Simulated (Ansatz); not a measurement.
Crystal: Y.

```xyz
2
Lattice="3.6474 0.0000 0.0000 -1.8237 3.1587 0.0000 0.0000 0.0000 5.7306" Properties=species:S:1:pos:R:3 pbc="T T T"
Y     1.8237    1.0529    4.2980
Y     0.0000    2.1058    1.4326
```

```yaml
Program: Ansatz 0.2.0
Task: relaxation of cell and atoms
Functional: RPBE
Potentials_or_basis: Ansatz PAW
Cutoff: "420 eV (not typed: the program's choice for these potentials)"
k_mesh: 8 × 8 × 5
Occupations: fermi-dirac, width 0.05 eV
Spin: no spin polarisation
```

At the start: volume 33.01 Å³/atom.

Task: How do energy, volume and symmetry change on relaxing?

Result: It ends after 4 steps and the volume is 34.19 Å³/atom (+3.6 %); space group P6_3/mmc (No. 194, to 0.05 Å).

Step by step:
| step | energy change (eV) | largest force (eV/Å) | volume (Å³) |
| --- | --- | --- | --- |
| 1 | 0.0000 | 0.0000 | 66.02 |
| 2 | -0.0102 | 0.0000 | 68.40 |
| 3 | -0.0103 | 0.0000 | 68.37 |
| 4 | -0.0103 | 0.0000 | 68.37 |

Final structure:
```
CELL_PARAMETERS angstrom
3.69782 0.00000 0.00000
-1.84891 3.20241 0.00000
0.00000 0.00000 5.77357
ATOMIC_POSITIONS crystal
Y 0.66667 0.33333 0.75000
Y 0.33333 0.66667 0.25000
```

Caveat: the plane-wave basis is chosen anew once the cell has moved, so the energies of steps on either side of that aren't comparable; the PAW data sets come from PBE, with cores solved anew for the run's functional, which leaves a small shift of forces and pressure.
